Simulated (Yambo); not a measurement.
Here is a Yambo 5.3.0 calculation.

File g0w00.in:

```
gw0
dyson
el_el_corr
rim_cut
HF_and_locXC
ppa
em1d
RandQpts= 1000000
RandGvec= 50 RL
EXXRLvcs= 82 Ry
VXCRLvcs= 82 Ry
Chimod= "HARTREE"
% BndsRnXp
 1 | 124 |
%
NGsBlkXp= 12 Ry
% LongDrXp
 1 | 1 | 1 |
%
PPAPntXp= 27.21138 eV
% GbndRnge
 1 | 124 |
%
GTermKind= "BG"
DysSolver= "n"
ExtendOut
% QPkrange
 1 | 1 | 3 | 6 |
 13 | 13 | 3 | 6 |
%
```

File scf.in:

```
&CONTROL
  calculation = 'scf'
  prefix = 'pwscf'
  outdir = './tmp'
  pseudo_dir = './pseudo'
/
&SYSTEM
  ibrav = 0
  nat = 2
  ntyp = 2
  ecutwfc = 82
  nbnd = 9
  occupations = 'smearing'
  smearing = 'fd'
  degauss = 0.00367493
  force_symmorphic = .true.
/
&ELECTRONS
  conv_thr = 4d-10
  electron_maxstep = 120
  mixing_beta = 0.5
/
ATOMIC_SPECIES
Si    28.0850 Si.upf
C     12.0110 C.upf
CELL_PARAMETERS angstrom
   0.0000000000    2.1790000000    2.1790000000
   2.1790000000    0.0000000000    2.1790000000
   2.1790000000    2.1790000000    0.0000000000
ATOMIC_POSITIONS crystal
Si     0.0000000000    0.0000000000    0.0000000000
C      0.7500000000    0.7500000000    0.7500000000
K_POINTS automatic
10 10 10 0 0 0
```

The input nscf.in:

```
&CONTROL
  calculation = 'nscf'
  prefix = 'pwscf'
  outdir = './tmp'
  pseudo_dir = './pseudo'
/
&SYSTEM
  ibrav = 0
  nat = 2
  ntyp = 2
  ecutwfc = 82
  nbnd = 124
  occupations = 'fixed'
  force_symmorphic = .true.
/
&ELECTRONS
  conv_thr = 1d-08
  diago_full_acc = .true.
  diago_thr_init = 1d-06
/
ATOMIC_SPECIES
Si    28.0850 Si.upf
C     12.0110 C.upf
CELL_PARAMETERS angstrom
   0.0000000000    2.1790000000    2.1790000000
   2.1790000000    0.0000000000    2.1790000000
   2.1790000000    2.1790000000    0.0000000000
ATOMIC_POSITIONS crystal
Si     0.0000000000    0.0000000000    0.0000000000
C      0.7500000000    0.7500000000    0.7500000000
K_POINTS automatic
6 6 6 0 0 0
```

Potentials or basis: PseudoDojo 0.4.1 SR PBE standard.

Command:

```bash
$ OMP_NUM_THREADS=1 pw.x -in scf.in > scf.out
$ OMP_NUM_THREADS=1 pw.x -in nscf.in > nscf.out
$ cd tmp/pwscf.save; p2y; mv SAVE ../..; cd ../..
$ OMP_NUM_THREADS=1 yambo
$ OMP_NUM_THREADS=1 yambo -F g0w00.in -J g0w00 -C g0w00_out
```

(1) Estimate the quasiparticle gap.

(2) Predict the least direct quasiparticle gap.

(3) Estimate the quasiparticle gap at Γ.

Answers

(1) 2.14 eV.

(2) 5.62 eV.

(3) 7.17 eV.

Caveat: this version prints the column dSc/dw multiplied by 27.2; the terminator is approximate in this version, by hundredths of an eV.

**Experimental background.**

From “Insight into the structural, elastic and electronic properties of a new orthorhombic 6O-SiC polytype”, 2020, pmc:7200658, for a bulk crystal of SiC: band gap 2.4 eV (indirect).

Measured gap of SiC: 2.4 eV (indirect; quoted in “Insight into the structural, elastic and electronic properties of a new orthorhombic 6O-SiC polytype”, 2020, pmc:7200658). This calculation gives 2.14 eV (-0.26 eV). The value is that of G0W0 on PBE, without temperature or zero-point motion.
